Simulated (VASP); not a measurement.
# Bi (C2/m) in VASP: a series of runs, part 2 of 2

VASP 6.6.1. The steps go on from the part before.

## (6) Single point, PBE

Input file INCAR:

```
PREC = Accurate
ENCUT = 460
EDIFF = 1E-6
ISMEAR = 1
SIGMA = 0.05
LREAL = F
LASPH = T
NELM = 100
ALGO = Normal
ISIF = 2
LWAVE = F
LCHARG = F
GGA = PE
NBANDS = 22
ADDGRID = F
```

Input file KPOINTS:

```
Automatic mesh
0
Gamma
  7 7 9
```

Input file POSCAR:

```
Bi
1.0
    3.4885980000     -3.1325780000      0.0000000000
    3.4885980000      3.1325780000      0.0000000000
   -1.2602350000      0.0000000000      3.1135500000
Bi
2
Direct
    0.7530610000      0.7530610000      0.8573820000
    0.2469390000      0.2469390000      0.1426180000
```

Potentials or basis: VASP PAW PBE potentials, release 64 (Bi_d).

The run is started by

```sh
$ cat potpaw_PBE.64/Bi_d/POTCAR > POTCAR
$ mpirun -np 1 vasp_std > vasp.out
```

OUTCAR:

```text
PREC = Accurate
   ENCUT = 460
   EDIFF = 1E-6
   ISMEAR = 1
   LREAL = F
   LASPH = T
   NELM = 100
   ISIF = 2
   GGA = PE

 Found    128 irreducible k-points:

 Following reciprocal coordinates:
            Coordinates               Weight
  0.000000  0.000000  0.000000      1.000000
  0.142857  0.000000  0.000000      4.000000
  0.285714  0.000000  0.000000      4.000000
  0.428571 -0.000000  0.000000      4.000000
  0.142857  0.142857  0.000000      2.000000
  0.285714  0.142857  0.000000      4.000000
   k-points           NKPTS =    128   k-points in BZ     NKDIM =    128   number of bands    NBANDS=     22
   number of dos      NEDOS =    301   number of ions     NIONS =      2
   total plane-waves  NPLWV =  31104
   dimension x,y,z NGX =    36 NGY =   36 NGZ =   24
   dimension x,y,z NGXF=    72 NGYF=   72 NGZF=   48
   ions per type =               2
   NGX,Y,Z   is equivalent  to a cutoff of  12.76, 12.76, 11.88 a.u.
   NGXF,Y,Z  is equivalent  to a cutoff of  25.53, 25.53, 23.76 a.u.
 SYSTEM =  unknown system
   PREC   = accura    normal or accurate (medium, high low for compatibility)
   ISTART =      0    job   : 0-new  1-cont  2-samecut
   ICHARG =      2    charge: 1-file 2-atom 10-const
   ISPIN  =      1    spin polarized calculation?
   LNONCOLLINEAR =      F non collinear calculations
   LSORBIT =      F    spin-orbit coupling
   LASPH  =      T    aspherical Exc in radial PAW
   ENCUT  =  460.0 eV  33.81 Ry    5.81 a.u.   8.20  8.20  5.87*2*pi/ulx,y,z
   NELM   =    100;   NELMIN=  2; NELMDL= -5     # of ELM steps
   EDIFF  = 0.1E-05   stopping-criterion for ELM
   LREAL  =      F    real-space projection
   EDIFFG = 0.1E-04   stopping-criterion for IOM
   NSW    =      0    number of steps for IOM
   IBRION =     -1    ionic relax: 0-MD 1-quasi-New 2-CG
   NFREE  =      0    steps in history (QN), initial steepest desc. (CG)
   ISIF   =      2    stress and relaxation
   ISYM   =      2    0-nonsym 1-usesym 2-fastsym
   POTIM  = 0.5000    time-step for ionic-motion
   TEBEG  =    0.0;   TEEND  =   0.0 temperature during run
   PSTRESS=    0.0 pullay stress
   NELECT =      30.0000    total number of electrons
   NUPDOWN=      -1.0000    fix difference up-down
   EMIN   =  10.00;   EMAX   =-10.00  energy-range for DOS
   EFERMI =   0.00;   METHOD = LEGACY
   ISMEAR =     1;   SIGMA  =   0.05  broadening in eV -4-tet -1-fermi 0-gaus
   EFERMI_NEDOS =   21; number of points for ismear=-14 and -15
   IALGO  =     38    algorithm
   IMIX   =      4    mixing-type and parameters
     AMIX     =   0.40;   BMIX     =  1.00
     AMIX_MAG =   1.60;   BMIX_MAG =  1.00
  volume/ion in A,a.u.               =      34.03       229.62
  Fermi-wavevector in a.u.,A,eV,Ry     =   1.245955  2.354514 21.121737  1.552404
  Thomas-Fermi vector in A             =   2.380154
   LORBIT       =      0    0 simple, 1 ext, 2 COOP (PROOUT), +10 PAW based schemes
   GGA     = PE    functional components
   LHFCALC =     F    Hartree Fock is set to
   AEXX    =    0.0000 exact exchange contribution
   IVDW    =     0    specifies the selected vdW correction
   LEPSILON=     F    determine dielectric tensor
   LRPA    =     F    only Hartree local field effects (RPA)
 non-spin polarized calculation
 Methfessel and Paxton  Order N= 1 SIGMA  =   0.05
  energy-cutoff  :      460.00
  volume of cell :       68.05
 maximum number of plane-waves:      1541
 NGX is ok and might be reduce to    36
   NGX = 17   NGY = 17   NGZ = 11

 number of electron      29.9999993 magnetization

 Free energy of the ion-electron system (eV)
  ---------------------------------------------------
  ext. energy  EPLUGINS =         0.00000000
  ---------------------------------------------------
  free energy    TOTEN  =        -7.68155838 eV

  energy without entropy =       -7.68122319  energy(sigma->0) =       -7.68144665

 E-fermi :   6.6627     XC(G=0):  -9.7820

 val. band max:        6.6555736108   @ k =  -0.1429  -0.4286   0.2222
 cond. band min:       6.6640453824   @ k =  -0.2857   0.0000   0.4444
 fundamental gap:      0.0084717716
 Fermi energy:         6.6627104785

 k-point     1 :       0.0000    0.0000    0.0000
  band No.  band energies     occupation
      1     -16.1996      2.00000
      2     -16.1742      2.00000
      3     -16.1321      2.00000
      4     -16.1007      2.00000
      5     -16.0207      2.00000
      6     -16.0047      2.00000
[... 14 lines left out ...]
     21      14.9956      0.00000
     22      15.4797      0.00000

 k-point     2 :       0.1429    0.0000    0.0000
  band No.  band energies     occupation
      1     -16.1898      2.00000
      2     -16.1742      2.00000
      3     -16.1352      2.00000
      4     -16.0923      2.00000
      5     -16.0189      2.00000
      6     -16.0074      2.00000
[... 14 lines left out ...]
     21      15.1425      0.00000
     22      15.9478      0.00000

 k-point     3 :       0.2857    0.0000    0.0000
  band No.  band energies     occupation
      1     -16.1820      2.00000
      2     -16.1600      2.00000
      3     -16.1355      2.00000
      4     -16.0696      2.00000
      5     -16.0255      2.00000
      6     -16.0054      2.00000
[... 14 lines left out ...]
     21      15.7731      0.00000
     22      16.7911      0.00000

 k-point     4 :       0.4286   -0.0000    0.0000
  band No.  band energies     occupation
      1     -16.1833      2.00000
      2     -16.1565      2.00000
      3     -16.1050      2.00000
      4     -16.0475      2.00000
      5     -16.0392      2.00000
      6     -16.0011      2.00000
[... 14 lines left out ...]
     21      15.8243      0.00000
     22      16.4989      0.00000

 k-point     5 :       0.1429    0.1429    0.0000
  band No.  band energies     occupation
      1     -16.1807      2.00000
      2     -16.1745      2.00000
      3     -16.1291      2.00000
      4     -16.0853      2.00000
      5     -16.0199      2.00000
      6     -16.0127      2.00000
[... 14 lines left out ...]
     21      15.4140      0.00000
     22      16.5035      0.00000

 k-point     6 :       0.2857    0.1429    0.0000
  band No.  band energies     occupation
      1     -16.1791      2.00000
      2     -16.1640      2.00000
      3     -16.1164      2.00000
      4     -16.0649      2.00000
      5     -16.0275      2.00000
      6     -16.0087      2.00000
[... 14 lines left out ...]
     21      15.9751      0.00000
     22      16.5031      0.00000

 [... further k-points ...]
[... 5 lines left out ...]
  --------------------------------------------------------------------------------------
  -------------------------------------------------------------------------------------
  Total       -0.0533398      0.0807025      0.0038903      0.0000000      0.0000000     -0.0532490
  in kB       -1.2558089      1.9000233      0.0915913      0.0000000      0.0000000     -1.2536705
  external PRESSURE =       0.2452686 kB  Pullay stress =       0.0000000 kB

 VOLUME and BASIS-vectors are now :
 -----------------------------------------------------------------------------
  energy-cutoff  :      460.00
  volume of cell :       68.05
      direct lattice vectors                 reciprocal lattice vectors
     3.488598000 -3.132578000  0.000000000     0.143324052 -0.159612945  0.058011590
     3.488598000  3.132578000  0.000000000     0.143324052  0.159612945  0.058011590
    -1.260235000  0.000000000  3.113550000     0.000000000  0.000000000  0.321176792

 POSITION                                       TOTAL-FORCE (eV/Angst)
 -----------------------------------------------------------------------------------
      4.17375      0.00000      2.66950         0.050366      0.000000      0.058466
      1.54321      0.00000      0.44405        -0.050366      0.000000     -0.058466
 -----------------------------------------------------------------------------------
    total drift:                               -0.000000      0.000000      0.000000

  FREE ENERGIE OF THE ION-ELECTRON SYSTEM (eV)
  ---------------------------------------------------
  free  energy   TOTEN  =        -7.6815583824 eV

  energy  without entropy=       -7.6812231925  energy(sigma->0) =       -7.68144665
```

OSZICAR:

```text
N       E                     dE             d eps       ncg     rms          rms(c)
DAV:   1     0.293666954921E+03    0.29367E+03   -0.15203E+04  5646   0.153E+03
DAV:   2     0.165042407326E+02   -0.27716E+03   -0.27020E+03  5770   0.417E+02
DAV:   3    -0.687830098491E+01   -0.23383E+02   -0.23147E+02  6826   0.136E+02
DAV:   4    -0.765006847563E+01   -0.77177E+00   -0.77143E+00  6874   0.275E+01
DAV:   5    -0.768198747307E+01   -0.31919E-01   -0.31918E-01  8026   0.498E+00    0.765E-01
DAV:   6    -0.768016566211E+01    0.18218E-02   -0.18128E-02  7352   0.147E+00    0.464E-01
DAV:   7    -0.768139078386E+01   -0.12251E-02   -0.10380E-02  7146   0.117E+00    0.116E-01
DAV:   8    -0.768155704165E+01   -0.16626E-03   -0.11559E-03  6566   0.411E-01    0.132E-02
DAV:   9    -0.768156071802E+01   -0.36764E-05   -0.36242E-05  8420   0.528E-02    0.697E-03
DAV:  10    -0.768155807432E+01    0.26437E-05   -0.25222E-06  5490   0.160E-02    0.104E-03
DAV:  11    -0.768155838243E+01   -0.30811E-06   -0.51538E-07  3770   0.943E-03
   1 F= -.76815584E+01 E0= -.76814467E+01  d E =-.335190E-03
```

stdout:

```text
POSCAR found type information on POSCAR Bi
 POSCAR found :  1 types and       2 ions
 scaLAPACK will be used
 LDA part: xc-table for (Slater+PW92), standard interpolation
 POSCAR, INCAR and KPOINTS ok, starting setup
 FFT: planning ... GRIDC
 FFT: planning ... GRID_SOFT
 FFT: planning ... GRID
 WAVECAR not read
 entering main loop
```

Wall time 45 s (1 thread of Intel Xeon Platinum 8488C (Sapphire Rapids), shared host); peak memory 0.26 GiB.

The run converged, but some of its settings lie outside the range that counts as converged, so its numbers aren't taken as properties of the crystal.

Results:

| Property | Result |
| --- | --- |
| Free energy | -7.6816 eV |
| Pressure | 0.0 GPa |
| Largest force | 0.077 eV/Å |
| Band gap on the k mesh | none (metal or under the smearing width) |

Caveat: spin-orbit coupling is left out, which moves the levels of the heavy elements.
